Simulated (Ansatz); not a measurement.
# In under changes of volume

One of the cells (26.144 Å³/atom); the others are scaled copies at fixed shape and fractional positions:

```xyz
1
Lattice="-1.6255 1.6255 2.4737 1.6255 -1.6255 2.4737 1.6255 1.6255 -2.4737" Properties=species:S:1:pos:R:3 pbc="T T T"
In    0.0000    0.0000    0.0000
```

| Quantity | Value |
| --- | --- |
| Program | Ansatz 0.2.0 |
| Functional | HSE06 |
| Potentials or basis | Ansatz PAW |
| Cutoff | 420 eV (not typed: the program's choice for these potentials) |
| k mesh | 8 × 8 × 8 |
| Occupations | fermi-dirac, width 0.05 eV |
| Spin | no spin polarisation |

```csv
volume (Å³/atom),energy over the lowest point (meV/atom),pressure (GPa)
24.575,22.22,3.9
25.098,11.51,2.7
25.621,4.49,1.6
26.144,?,?
26.666,0.00,-0.2
27.189,1.86,-0.9
27.712,6.01,-1.5
```

Q: What does the run at 26.144 Å³/atom give?

A: Energy over the lowest point 0.77 meV/atom; pressure 0.7 GPa.

Worked out: A Birch-Murnaghan fit of order 3 (a polynomial in V^(-2/3)) to the other rows has its minimum at 26.55 Å³/atom with B0 = V·E''(V) = 42 GPa and B' = 4.9 at fixed shape and positions, which overstates the stiffness. It gives 0.78 meV/atom at 26.144 Å³/atom, against the run's 0.77, and -dE/dV = 0.7 GPa, against 0.7.

Energies are extrapolated to zero smearing.

Caveats: the PAW data sets come from PBE, with cores solved anew for the run's functional, which leaves a small shift of forces and pressure; the thresholds are loose for stress.
